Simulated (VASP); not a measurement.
Here is a VASP 6.6.1 calculation.

The input INCAR:

```
SYSTEM = Mo
  PREC = Accurate
  ENCUT = 600
  EDIFF = 1E-6
  ISMEAR = 0
  SIGMA = 0.05
  LREAL = .FALSE.
  LASPH = .TRUE.
  NELM = 100
  ALGO = Fast
  ISIF = 3
  LWAVE = .FALSE.
  LCHARG = .FALSE.
  GGA = PE
  IBRION = 2
  NSW = 80
  EDIFFG = -0.03
```

The input KPOINTS:

```
regular mesh
0
G
  8 8 4
  0 0 0
```

The input POSCAR:

```
Mo
1.0
    2.8061338809      0.0000000000      0.0000000000
   -1.4030669405      2.4301832273      0.0000000000
    0.0000000000      0.0000000000      4.5833520055
Mo
2
Direct
    0.3333333333      0.6666666667      0.7500000000
    0.6666666667      0.3333333333      0.2500000000
```

Potentials or basis: VASP PAW PBE potentials, release 64 (Mo_sv).

Launch:

```console
$ cat potpaw_PBE.64/Mo_sv/POTCAR > POTCAR
$ mpirun -np 1 vasp_std > vasp.out
```

(1) Predict the relaxed cell.

(2) Estimate the relaxed volume.

(3) What does it give for the space group after relaxing (to 0.05 Å)?

Answers

(1) a = 2.751 Å, b = 2.751 Å, c = 4.923 Å, α = 90.00°, β = 90.00°, γ = 120.00°.

(2) 16.13 Å³/atom.

(3) P6_3/mmc (No. 194).
